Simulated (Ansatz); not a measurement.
# NbP (I4_1md) in Ansatz: further runs

The runs below take NbP through density of states, phonons, band structure, with PBEsol.

Everything below comes from runs of Ansatz 0.2.0. Logs are shortened: lines on timing, memory, paths and dates and some standing lists are left out, and cuts for length are marked.

## Step 1: The crystal as given

The structure is tetragonal, space group I4_1md (No. 109). The conventional cell has a = 3.350 Å, b = 3.350 Å, c = 11.480 Å, α = 90.00°, β = 90.00°, γ = 90.00°. Around Nb (site symmetry 2mm) lie 6 P at 2.55 Å. P (site symmetry 2mm) has 6 Nb at 2.55 Å as nearest neighbours.

The cell is a database's computed one.

## Step 2: Density of states, PBEsol

File input.yaml:

```yaml
crystal:
  lattice:
    - [-1.6749232544, 1.6749232544, 5.7401081759]
    - [1.6749232544, -1.6749232544, 5.7401081759]
    - [1.6749232544, 1.6749232544, -5.7401081759]
  atoms:
    - { symbol: Nb, position: [0.2498808, 0.7498808, 0.5] }
    - { symbol: Nb, position: [0.4998808, 0.4998808, 0.0] }
    - { symbol: P, position: [0.83274777, 0.33274777, 0.5] }
    - { symbol: P, position: [0.08274777, 0.08274777, 0.0] }
kpoints:
  mp_grid: { grid: [11, 11, 11] }
scf:
  occupations: { method: fermi_dirac, width: 0.05 }
hamiltonian:
  xc: pbesol
  pseudopotentials: { kind: all_electron, datasets: crystal }
output:
  forces: true
  stress: true
  eigenvalues: true
  dos: { projected: false, de: 0.2, e_range: [-20, 6] }
  elf: true
  volumetric_format: npy
```

Potentials or basis: all-electron PAW datasets made for the crystal.

Run with:

```console
ansatz run input.yaml --threads 2 --pin off --max-ram 8192MiB --backend cpu --events-out ev --progress --plain --runs-dir out
```

What it wrote:

```text
Warning: RAYON_NUM_THREADS=2 ignored (pool sized by the plan → 2); use --threads N
basis.fft_grid_basis auto: the FFT boxes are laid along the combinations [[1, 0, 1], [0, 1, 1], [0, 0, 1]] of the cell's own vectors, 3.350, 3.350 and 6.210 Å long. The dense box has 18×18×32 points. Along the cell's own vectors, as sized, it would have 32×32×32, 3.16 times as many. Of the 8 symmetry operations that the crystal satisfies within crystal.symmetry.tolerance (time reversal apart; of a slab, those that keep its plane) the dense box along the cell's own vectors carries 8, and the one as laid loses 7 of those. basis.fft_grid_basis: typed keeps the cell's own vectors: state it where this run's energies or levels are differenced outside the engine with another run's, or held beside a run that keeps those vectors.
hamiltonian.pseudopotentials.datasets: crystal makes datasets for this crystal and solves the spheres of its atoms anew in each pass: cutoff 240.0 eV, the density's 960.0 eV; for an error of 0.50 meV an atom under PBE, 2.0 meV for the cell; an energy difference from a run of another recipe may be off by several times the error for the cell, under r2SCAN by more, where some 0.1 meV an atom stays at smaller errors; P in spheres of 1.169 Å, 5 of its electrons in bands; Nb in spheres of 1.376 Å, 13 of its electrons in bands
band count auto-derived: 29 (N_el = 36.0; filled up to band 18; 22 by the electrons, moments and atoms)
Engine: ansatz 0.2.0, aarch64-unknown-linux-gnu
Pseudopotentials: kind: all_electron
Pseudopotential: Nb, paw, valence charge 13, recommended cutoff 240 eV (normal), crystal/all_electron/pbesol/scalar/gaussian/Nb, Koelling and Harmon's equation, gaussian nucleus
Pseudopotential: P, paw, valence charge 5, recommended cutoff 240 eV (normal), crystal/all_electron/pbesol/scalar/gaussian/P, Koelling and Harmon's equation, gaussian nucleus
Functional definition: PBEsol
  exchange = pbesol_x
  correlation = pbesol_c
Crystal: 4 atoms, lattice volume = 64.412 Å³
Basis set: ecut = 240 eV, 543 PW (Γ), FFT grids on a1+a3, a2+a3, a3, exchange–correlation on 36×36×64 points (8 copies of the dense FFT grid, shifted against one another)
Bands: 29, of which v1, the nominal top of the filled ones, is band 18 counted from 1 (17 counted from 0)
Symmetry: 8 space group operations
Space group: I41md (ITA 109), of the structure as read, at distance tolerance 4.0e-5 Å
k-points: 126 of 1331 (time reversal used)
Non-local potential: Nb, projectors of the file, l = 0: 2, l = 1: 2, l = 2: 2
Non-local potential: P, projectors of the file, l = 0: 1, l = 1: 1
PAW form: soft (Blöchl's): semilocal exchange-correlation on the pseudo side does not see the compensation charge
PAW one-centre angular grid: Nb, 590 points (default); XC on its mesh's 1889 points in the sphere
PAW one-centre angular grid: P, 110 points (default); XC on its mesh's 1937 points in the sphere
Initial density: superposition of atomic densities (neutral atoms: chi_scale 0, normalization atom)
Initial wavefunctions: pseudopotential atomic-orbital guess
Functional: x = pbesol(κ = 0.804, μ = 0.12345679012345678), c = pbesol(β = 0.046)
iter 1 solved again at ethr=2.63e-2 eV; its pass at ethr=1.00e-1 eV (dr2=9.48e0 eV) is discarded
SCF iter   1: F=—  HF=-226371.398026 eV  |F-HF|=—  |Δ(HF+E_count)|=         —  Δρ=9.74e-2  dr2=1.02e1  ethr=2.63e-2  ⟨swp⟩=2.8  Hψ=18818  notcnv=0
preconditioner: auto → Kerker (q_TF=auto, 2.476 Å⁻¹)  [metal: Δε(μ)=0.030 eV  Ē_g=9.680 eV  σ=0.050 eV  W_gap=0.15  n_scr=12 (ndim 8)  ℏωp=20.7 eV  f_vac=0.001  D(μ)=0.40/eV (n_scr^D=0)]
SCF iter   2: F=—  HF=-226369.431934 eV  |F-HF|=—  |Δ(HF+E_count)|=    1.97e0  Δρ=4.80e-2  dr2=2.31e0  ethr=2.63e-2  ⟨swp⟩=2.0  Hψ=7309  notcnv=0
iter 3 solved again at ethr=2.69e-4 eV; its pass at ethr=6.42e-3 eV (dr2=9.70e-2 eV) is discarded
SCF iter   3: F=—  HF=-226368.789247 eV  |F-HF|=—  |Δ(HF+E_count)|=   6.43e-1  Δρ=1.40e-2  dr2=1.09e-1  ethr=2.69e-4  ⟨swp⟩=3.0  Hψ=18196  notcnv=0  defer=33
SCF iter   4: F=—  HF=-226368.878708 eV  |F-HF|=—  |Δ(HF+E_count)|=   8.95e-2  Δρ=4.09e-3  dr2=6.50e-3  ethr=2.69e-4  ⟨swp⟩=3.1  Hψ=8136  notcnv=0  defer=4
SCF iter   5: F=—  HF=-226368.883435 eV  |F-HF|=—  |Δ(HF+E_count)|=   4.73e-3  Δρ=8.30e-4  dr2=2.44e-4  ethr=1.81e-5  ⟨swp⟩=2.9  Hψ=6228  notcnv=0  defer=5
SCF iter   6: F=—  HF=-226368.883430 eV  |F-HF|=—  |Δ(HF+E_count)|=   5.44e-6  Δρ=2.29e-4  dr2=2.88e-5  ethr=6.77e-7  ⟨swp⟩=3.1  Hψ=8228  notcnv=0  defer=3
SCF iter   7: F=—  HF=-226368.883424 eV  |F-HF|=—  |Δ(HF+E_count)|=   6.39e-6  Δρ=5.19e-5  dr2=2.03e-6  ethr=8.00e-8  ⟨swp⟩=2.0  Hψ=5979  notcnv=0  defer=4
SCF iter   8: F=—  HF=-226368.883423 eV  |F-HF|=—  |Δ(HF+E_count)|=   2.89e-7  Δρ=1.29e-5  dr2=1.90e-7  ethr=5.65e-9  ⟨swp⟩=3.0  Hψ=6810  notcnv=0  defer=2
SCF iter   9: F=-226368.883423 eV  HF=-226368.883423 eV  |F-HF|=7.13e-9  |Δ(HF+E_count)|=   3.18e-8  Δρ=3.30e-6  dr2=1.16e-8  ethr=5.27e-10  ⟨swp⟩=2.2  Hψ=6008  notcnv=0  defer=4
SCF 1 converged in 9 iterations: F = -226368.883415 eV  dr2 = 1.16e-8
  Residual-converged pass: ⟨swp⟩=3.0  Hψ=8108  notcnv=0  max |occ|·‖R‖ = 6.5e-6 eV (tolerance 6.7e-6 eV)  dr2=1.12e-8  dr2_onsite=3.08e-9  max |Δocc| = 1.0e-9
SCF converged after 9 iterations
Free energy (F): -226368.883415 eV
Harris-Foulkes:  -226368.883415 eV  (|F-HF|=7.13e-9)
Internal energy: -226368.877831 eV  (E = F + TS)
E sigma→0 (E₀):  -226368.880623 eV
Entropy (-TS):   -0.005584 eV (-1.396 meV/atom)
Past the cutoff: the bands carry plane waves up to 1.75 times it, of which those up to 1.5 times it add -0.000371 eV an atom, each by itself; the spheres take 0.000189 eV an atom off the energy for waves past 1.75 times it
By the cutoff:   a pressure is off by up to 0.006 GPa (1.2 times the spheres' own share and the shells' term, over an atom's volume, and 0.004 GPa: a bound that held against runs at twice the plane waves)
Past the cutoffs: a stress includes 0.0007 GPa for waves and charges beyond them, in addition to the slope of what the spheres take
In the spheres:  the bands' charges fall short by 3.2e-7 e at most (sound up to 1e-3)
Fermi energy:    16.552594 eV
--- Per-component energies (eV) ---
  E_band       = -84.767672
  E_kinetic    = 512.834865
  E_local      = -1191.595575  (includes V_loc(G=0)·N_el)
  E_nonlocal   = 200.033670
  E_hartree    = 631.092497
  E_xc         = -264.919318
  E_vxc        = -344.536215  (∫ρ·V_xc dr)
  E_paw        = -227589.516285  (= ΣΔE_a)
  E_vpaw       = -4786.731377  (= ΣTr[D̂ρ^β])
  E_ewald      = -2929.853596
  E_smearing   = -0.005584  (= −TS)
  E_closure    = 4263.045911  (closes the sum)
  Σ components = -226368.883415   (vs F -226368.883415, Δ=0.00e0)
  The terms above E_closure are by the made datasets' own strengths, without shells solved beside the bands.
--- Forces (eV/Å), atoms counted from 1 ---
  atom   1  Nb    -0.00000000     0.00000000     0.01712670
  atom   2  Nb     0.00000000     0.00000000     0.01712670
  atom   3  P      0.00000000    -0.00000000    -0.01712749
  atom   4  P     -0.00000000     0.00000000    -0.01712749
  max |Σ_I F_I| component: 1.60e-6 eV/Å
--- Stress (GPa, compression-positive) ---
       -6.307865       0.000000      -0.000000
        0.000000      -6.307865      -0.000000
       -0.000000      -0.000000      -6.535226
  P = ⅓ Tr σ = -6.3837 GPa (-63.837 kbar)
--- Band table (eV; the first three rows and the last of 126) ---
  k-point 0: bands = ["-38.2632", "-38.2258", "-14.5653", "-14.3622", "-14.3622", "-14.2189", "-14.2189", "-14.1796", "3.8587", "6.2737", "10.3855", "13.5288", "14.3337", "14.3337", "14.4081", "14.8301", "15.2110", "15.2110", "17.3873", "18.1537", "19.1968", "19.7004", "19.7004", "19.9525", "20.6247", "20.6247"]
  k-point 1: bands = ["-38.2596", "-38.2238", "-14.5539", "-14.3851", "-14.3793", "-14.2422", "-14.2358", "-14.1768", "4.0809", "6.3445", "10.5079", "13.2004", "14.1503", "14.1691", "14.2406", "14.6778", "15.2874", "15.4205", "17.0633", "17.6540", "19.2432", "19.2480", "20.0639", "20.2766", "20.5336", "21.1430"]
  k-point 2: bands = ["-38.2499", "-38.2188", "-14.5282", "-14.4433", "-14.4186", "-14.2954", "-14.2792", "-14.1793", "4.6795", "6.4846", "10.9375", "12.4157", "13.1211", "13.6685", "13.7923", "14.8454", "15.7001", "15.7989", "16.8048", "17.0084", "18.7276", "19.5856", "20.5846", "20.6181", "20.7327", "21.9510"]
  k-point 125: bands = ["-38.2435", "-38.2428", "-14.4090", "-14.3745", "-14.3681", "-14.3574", "-14.2283", "-14.2086", "4.9164", "4.9398", "12.4213", "12.5727", "13.4382", "13.7299", "13.8948", "14.3466", "15.6186", "16.1624", "17.4312", "18.2348", "18.5697", "18.9037", "20.0578", "20.1514", "20.8905", "21.5949"]
```

Wall time 30 s (2 threads of Arm Neoverse V2, shared host); peak memory 1 GiB.

Results:

| Quantity | Value |
| --- | --- |
| Free energy | -226368.8834 eV |
| Pressure | -6.4 GPa |
| Largest force | 0.017 eV/Å |
| Band gap on the k mesh | none (metal or under the smearing width) |

Forces on the atoms (eV/Å):
```
Nb   0.000  0.000  0.017
Nb   0.000  0.000  0.017
P    0.000  0.000 -0.017
P    0.000  0.000 -0.017
```

States per cell in windows of 1 eV (zero at the Fermi level; states under -8 eV left out):
```tsv
from (eV)	total
-8.0	0.00
-7.0	0.17
-6.0	2.55
-5.0	1.81
-4.0	2.99
-3.0	3.90
-2.0	2.01
-1.0	2.58
0.0	1.43
1.0	2.34
2.0	3.42
3.0	3.69
4.0	2.92
5.0	1.75
```

Caveat: the program warned that the printed levels may be off, so bands, gaps and densities of states are rough.

(Continued in part 2 of 2.)
